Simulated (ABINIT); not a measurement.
Runs of ABINIT 10.8.3 (patched build) on ZrN. Symmetry: Fm-3m, No. 225, cubic system. Conventional cell: a = 4.600 Å, b = 4.600 Å, c = 4.600 Å, α = 90.00°, β = 90.00°, γ = 90.00°. Zr (site symmetry m-3m) is surrounded by 6 N at 2.30 Å. N (site symmetry m-3m) has 6 Zr at 2.30 Å as nearest neighbours. 

```csv
task,level,potentials or basis,spin,k mesh,cutoff (eV),fine-grid cutoff,gap on the mesh (eV),V0 of scaled cells (Å³/atom),B0 (GPa)
single point,PBE,JTH PAW PBE v2.0,off,8 × 8 × 8,680,1278.94 eV,none,-,-
band structure,LDA,JTH PAW LDA v2.0,off,10 × 10 × 10,680,1278.94 eV,none,-,-
band structure,WC,JTH PAW PBE v2.0,off,10 × 10 × 10,680,1278.94 eV,none,-,-
equation of state,PBE,JTH PAW PBE v2.0,off,10 × 10 × 10,844,1442.2 eV,-,12.12,(b)
band structure,BLYP,JTH PAW PBE v2.0,off,10 × 10 × 10,680,1278.94 eV,none,-,-
single point,PBE,JTH PAW PBE v2.0,off,13 × 13 × 13,680,1278.94 eV,none,-,-
equation of state,SOGGA,JTH PAW PBE v2.0,off,10 × 10 × 10,680,1278.94 eV,-,(a),273
band structure,PBE,JTH PAW PBE v2.0,"SOC, no magnetisation",10 × 10 × 10,680,1278.94 eV,none,-,-
equation of state,revPBE,JTH PAW PBE v2.0,off,10 × 10 × 10,680,1278.94 eV,-,12.25,240
single point,LDA,JTH PAW LDA v2.0,off,13 × 13 × 13,680,1278.94 eV,none,-,-
band structure,PBE,SG15 NC PBE v1.2,off,10 × 10 × 10,1143,-,none,-,-
```

Alike in all rows: cell as given; smearing fermi-dirac 0.05 eV.

Fill in the values left out.

(a) 11.71; (b) 249.

Caveats: the PAW data sets were made with another functional, which shifts forces and pressure a little (some runs); pressures at fixed basis lie under the slope of the energies (some runs).

A k mesh can miss the band edges, and rows without SOC leave out spin-orbit coupling on Zr.

A gap of «none» marks a metal or a gap under the smearing width.
